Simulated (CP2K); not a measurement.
BaS:

```xyz
2
Lattice="4.5166 0.0000 0.0000 2.2583 3.9115 0.0000 2.2583 1.3038 3.6878" Properties=species:S:1:pos:R:3 pbc="T T T"
Ba    0.0000    0.0000    0.0000
S     4.5166    2.6077    1.8439
```

Base run:

- Program: CP2K 2026.2
- Functional: PBEsol
- Potentials or basis: POTENTIAL_UZH Ba GTH-PBE-q10, S GTH-PBE-q6; TZVP-MOLOPT-PBE-GTH basis
- Density cutoff: 6123 eV
- k mesh: 7 × 7 × 7
- Occupations: fermi-dirac, width 0.01 eV
- Spin: no spin polarisation

Its results: band gap on the k mesh 2.04 eV, indirect (least direct gap 2.17 eV).

Problem. The run is repeated on the same cell with these changes: functional from PBEsol to TB-mBJ; density cutoff from 6123 eV to 9184 eV; cutoff of the grids from 450 Ry to 675 Ry. What comes out?

Solution. Band gap on the k mesh 2.52 eV, indirect (least direct gap 2.63 eV).

Caveats: spin-orbit coupling is left out, which moves the levels of the heavy elements; the basis of atomic orbitals isn't converged, which shifts pressures, moduli and gaps; this is a model potential without an energy functional, so only levels have meaning (some runs).

A k mesh can miss the band edges.
